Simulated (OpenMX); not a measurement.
Bi: band structure with PBE

Crystal: Bi.

```xyz
2
Lattice="2.2675 1.3091 3.9380 -2.2675 1.3091 3.9380 0.0000 -2.6183 3.9380" Properties=species:S:1:pos:R:3 pbc="T T T"
Bi    0.0000    0.0000    9.0495
Bi    0.0000    0.0000    2.7645
```

```json
{
 "Program": "OpenMX 3.8.5",
 "Task": "band structure",
 "Functional": "PBE",
 "Potentials or basis": "OpenMX 2013 PBE set, Bi8.0-s3p2d2f1, grid cutoff 500 Ry",
 "k mesh": "7 × 7 × 7",
 "Occupations": "fermi-dirac, width 0.05 eV",
 "Spin": "no spin polarisation",
 "Mixing scheme": "rmm-diisk",
 "SCF threshold": "1e-08 Ha",
 "Solver": "band",
 "Max SCF cycles": "100"
}
```

| Item | Value |
| --- | --- |
| Pressure | 3.4 GPa |
| Largest force | 0.365 eV/Å |
| Band gap along the path | none (metal or under the smearing width) |

Forces in eV/Å, atoms in the order of the input:
```
Bi   0.000 -0.001 -0.365
Bi   0.000  0.001  0.365
```

Levels at the corners of the path, in eV from the Fermi level:
| point | band 13 | band 14 | band 15 | band 16 | band 17 | band 18 |
| --- | --- | --- | --- | --- | --- | --- |
| Γ | -1.41 | -1.18 | -1.18 | 2.57 | 3.02 | 3.02 |
| L | -1.27 | -1.15 | -0.17 | -0.16 | 0.62 | 1.09 |
| B1|B | -4.08 | -3.98 | -0.36 | 0.86 | 5.17 | 5.18 |
| Z | -0.85 | -0.57 | -0.57 | 0.73 | 0.73 | 0.87 |
| Γ | -1.41 | -1.18 | -1.18 | 2.57 | 3.02 | 3.02 |
| X|Q | -4.37 | -2.44 | -2.43 | 3.06 | 3.15 | 4.99 |
| F | -4.67 | -2.99 | -2.90 | 2.57 | 4.97 | 5.53 |
| P1 | -4.43 | -2.44 | -2.33 | 2.88 | 3.55 | 4.87 |
| Z|L | -0.85 | -0.57 | -0.57 | 0.73 | 0.73 | 0.87 |
| P | -4.43 | -2.44 | -2.33 | 2.88 | 3.55 | 4.87 |

Wall time 2.4 min on 1 thread of Arm Neoverse V1, with other jobs on the host, peak memory 1.2 GiB.

Caveat: spin-orbit coupling is left out, which moves the levels of the heavy elements; the basis of atomic orbitals isn't converged, which shifts pressures, moduli and gaps.
